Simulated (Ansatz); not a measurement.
Starting cell, AlSb (zinc blende):

```
CELL_PARAMETERS angstrom
      0.00000     3.11275     3.11275
      3.11275     0.00000     3.11275
      3.11275     3.11275     0.00000
ATOMIC_POSITIONS crystal
  Sb 0.75000 0.75000 0.75000
  Al 0.00000 0.00000 0.00000
```

In each cell atom 2 (Al, nearest neighbour Sb at 2.696 Å; its periodic images, 4.4 Å or more away, move with it) moves by s·(1.000, 0.000, 0.000) (along Cartesian x), the rest being held.

Method: PBE (plane waves to 420 eV, PAW, scalar-relativistic; Ansatz, a program for electronic structure). k mesh 10×10×10 (Γ-centred), Fermi-Dirac smearing 0.05 eV. Energies are smeared free energies. As the smearing reaches across the gap at some points, energies and forces of such displacements shift with the k mesh and the smearing. AlSb was relaxed with its symmetry unable to fall. Spin-orbit coupling is left out, though Sb is heavy. The zero of ΔE is the undisplaced structure. The last digit holds for this mesh only.

| s (Å) | ΔE (meV/cell) |
|---|---|
| -0.540 | withheld |
| -0.432 | 652.4 |
| -0.324 | 378.4 |
| -0.216 | 171.8 |
| -0.108 | 43.5 |
| 0.000 | 0.0 |
| 0.108 | 43.5 |
| 0.216 | 171.8 |
| 0.324 | 378.4 |
| 0.432 | 652.4 |
| 0.540 | withheld |

Question: Fit an even polynomial form (powers 2, 4) to the given rows and predict ΔE at s = 0.540.

Answer: Least squares on the 9 given rows: ΔE = (3745)·s² + (-1333)·s⁴, in meV/cell with s in Å; root-mean-square residual 0.05 meV/cell. At 0.540 the fit gives 978.7 meV/cell; the calculation gives 979.3 meV/cell, so the extrapolation is off by -0.6 (-0.1 %). The quadratic term alone would give 1092.0 meV/cell.

(A displaced cell: forces are minus the slopes of the energy, force constants its curvatures, and phonons follow from these.)
